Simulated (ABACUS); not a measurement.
# GaN (F-43m) in ABACUS: reference runs, part 2 of 2

ABACUS 3.10.1. Earlier steps stand in the parts before.

### Step 3. Single point, PBE (atoms moved at random, drawn with an rms of 0.05 Å)

INPUT

```
INPUT_PARAMETERS
suffix              GaN
calculation         scf
basis_type          pw
pseudo_dir          ./
symmetry            1
dft_functional      pbe
ecutwfc             84
pseudo_rcut         10
nspin               1
nbands              13
ks_solver           dav
smearing_method     fd
smearing_sigma      0.00367493
scf_thr             1e-08
scf_nmax            100
mixing_type         broyden
mixing_beta         0.7
cal_force           1
cal_stress          1
kpar                4
```

STRU

```
ATOMIC_SPECIES
Ga 69.7230 Ga.upf
N 14.0070 N.upf

LATTICE_CONSTANT
1.8897261246

LATTICE_VECTORS
0.0000000000 2.2535006075 2.2535006075
2.2535006075 0.0000000000 2.2535006075
2.2535006075 2.2535006075 0.0000000000

ATOMIC_POSITIONS
Direct

Ga
0.0
1
0.0064260000 -0.0016860000 -0.0053100000 1 1 1

N
0.0
1
0.2425010000 0.2481970000 0.2566230000 1 1 1
```

KPT

```
K_POINTS
0
Gamma
10 10 10 0 0 0
```

Potentials or basis: PseudoDojo NC SR 0.4.1 PBE standard, plane waves.

On the command line:

```console
> OMP_NUM_THREADS=1 mpirun -np 4 abacus > log
```

running log:

```text
ABACUS v3.10.1

               Atomic-orbital Based Ab-initio Computation at UStc

 ------------------------------------------------------------------------------------

 READING GENERAL INFORMATION
                           global_out_dir = OUT.GaN/
                           global_in_card = INPUT
                               pseudo_dir = ./
                              orbital_dir =
                                    DSIZE = 4
                                    GSIZE = 1

 READING UNITCELL INFORMATION
                                    ntype = 2
                  lattice constant (Bohr) = 1.88973
              lattice constant (Angstrom) = 1

 READING ATOM TYPE 1
                               atom label = Ga
                      L=0, number of zeta = 1
                      L=1, number of zeta = 1
                      L=2, number of zeta = 1
             number of atom for this type = 1

 READING ATOM TYPE 2
                               atom label = N
                      L=0, number of zeta = 1
                      L=1, number of zeta = 1
                      L=2, number of zeta = 1
             number of atom for this type = 1

                        TOTAL ATOM NUMBER = 2
DIRECT COORDINATES
    atom                   x                   y                   z     mag                  vx                  vy                  vz
taud_Ga1            0.0064260000        0.9983140000        0.9946900000  0.0000        0.0000000000        0.0000000000        0.0000000000
taud_N1            0.2425010000        0.2481970000        0.2566230000  0.0000        0.0000000000        0.0000000000        0.0000000000

                          Volume (Bohr^3) = 154.454
                             Volume (A^3) = 22.8877

 Lattice vectors: (Cartesian coordinate: in unit of a_0)
                   +0             +2.2535             +2.2535
              +2.2535                  +0             +2.2535
[... 224 lines left out ...]

 Density error is 0.519208169007
                          Error Threshold = 0.01
----------------------------------------------------------
     Energy           Rydberg                 eV
----------------------------------------------------------
 E_KohnSham     -173.5469372871      -2361.2272175533
 E_Harris       -173.6301336447      -2362.3591620695
 E_Fermi        0.7406933532         10.0776500749
----------------------------------------------------------
[... 87 lines left out ...]
 Density error is 1.19726420168e-09
                          Error Threshold = 6.42712046411e-11
----------------------------------------------------------
     Energy           Rydberg                 eV
----------------------------------------------------------
 E_KohnSham     -173.7590423459      -2364.1130549269
 E_KS(sigma->0) -173.7590423458      -2364.1130549267
 E_Harris       -173.7589121718      -2364.1112838187
 E_band         0.7722116653         10.5064787106
 E_one_elec     -52.6414557494       -716.2237492066
 E_Hartree      43.6814060769        594.3160192981
 E_xc           -48.1353780116       -654.9154163416
 E_Ewald        -116.6636146618      -1587.2899086765
 E_entropy(-TS) -0.0000000000        -0.0000000003
 E_descf        0.0000000000         0.0000000000
 E_exx          0.0000000000         0.0000000000
 E_Fermi        0.8472096293         11.5268783594
----------------------------------------------------------

 charge density convergence is achieved
 final etot is -2364.1130549 eV
 EFERMI = 11.526878359 eV

 STATE ENERGY(eV) AND OCCUPATIONS    NSPIN == 1
 1/126 kpoint (Cartesian) = 0.0000 0.0000 0.0000 (1989 pws)
       1       -5.32217     0.00200000
       2       -2.99791     0.00200000
       3       -2.98079     0.00200000
       4       -2.95424     0.00200000
       5       -2.67225     0.00200000
       6       -2.67210     0.00200000
       7        10.5071     0.00200000
       8        10.5834     0.00200000
       9        10.6726     0.00200000
      10        12.3491    1.44337e-10
      11        20.8880    9.80990e-85
      12        20.9500    2.83517e-85
      13        21.0169    7.44411e-86
[... 61 lines left out ...]
 6/126 kpoint (Cartesian) = -0.11094 0.11094 0.11094 (2006 pws)
       1       -4.48732     0.00200000
       2       -2.91365     0.00200000
       3       -2.90932     0.00200000
       4       -2.62732     0.00200000
       5       -2.62197     0.00200000
       6       -1.36534     0.00200000
       7        3.68967     0.00200000
       8        9.56697     0.00200000
       9        9.68426     0.00200000
      10        15.2068    2.17620e-35
      11        19.3050    5.50912e-71
      12        20.8310    3.06690e-84
      13        21.0479    4.00269e-86

[... levels at 120 further k points ...]

------------------------------------------------------------------------------------------
 TOTAL-FORCE (eV/Angstrom)
------------------------------------------------------------------------------------------
                       Ga1         0.3267773884        -0.0101198866        -0.3903710651
                        N1        -0.3267773884         0.0101198866         0.3903710651
------------------------------------------------------------------------------------------

----------------------------------------------------------------
 TOTAL-STRESS (KBAR)
----------------------------------------------------------------
        53.5279616275        19.1343659041         0.5059257221
        19.1343659041        54.4853278660       -16.0069506692
         0.5059257221       -16.0069506692        53.1247505238
----------------------------------------------------------------
 TOTAL-PRESSURE: 53.712680 KBAR

 --------------------------------------------
 !FINAL_ETOT_IS -2364.1130549268918912 eV
 --------------------------------------------
```

stdout:

```text
ABACUS v3.10.1

               Atomic-orbital Based Ab-initio Computation at UStc

%%%%%%%%%%%%%%%%%%%%%%%%%%%%%%%%%%%%%%%%%%%%%%%%%%%%%%%%%%%%%%%%%%%%%%%%%%%%%%%%%%%%%%%%%%%%%%%%%%%%%%%%%
 Warning: the number of valence electrons in pseudopotential > 3 for Ga: [Ar] 3d10 4s2 4p1
[... 35 lines left out ...]
 TOTAL-STRESS (KBAR)
----------------------------------------------------------------
        53.5279616275        19.1343659041         0.5059257221
        19.1343659041        54.4853278660       -16.0069506692
         0.5059257221       -16.0069506692        53.1247505238
----------------------------------------------------------------
 TOTAL-PRESSURE: 53.712680 KBAR
```

Wall time 35 s (4 MPI ranks of Intel Xeon 6975P-C (Granite Rapids), shared host); peak memory 0.52 GiB.

What came out:

| Item | Value |
| --- | --- |
| Free energy | -2364.1131 eV |
| Pressure | 5.4 GPa |
| Largest force | 0.509 eV/Å |
| Band gap on the k mesh | 1.68 eV, direct |

Forces on the atoms (eV/Å):
```
Ga   0.327 -0.010 -0.390
N   -0.327  0.010  0.390
```

Stress tensor (GPa, compression positive):
```
 5.35  1.91  0.05
 1.91  5.45 -1.60
 0.05 -1.60  5.31
```

### Step 4. How close it comes

Step 2. Against the measured gap of GaN, 3.299 eV (direct; 0 K; a printed reference work, textbook), the calculated 1.76 eV is off by -1.54 eV. Spin-orbit coupling on Ga is left out. The value is that of PBE, without temperature or zero-point motion. Semilocal functionals fall short of measured gaps as a rule. The cell is a database's relaxed one, not the measured one, which moves gaps too.
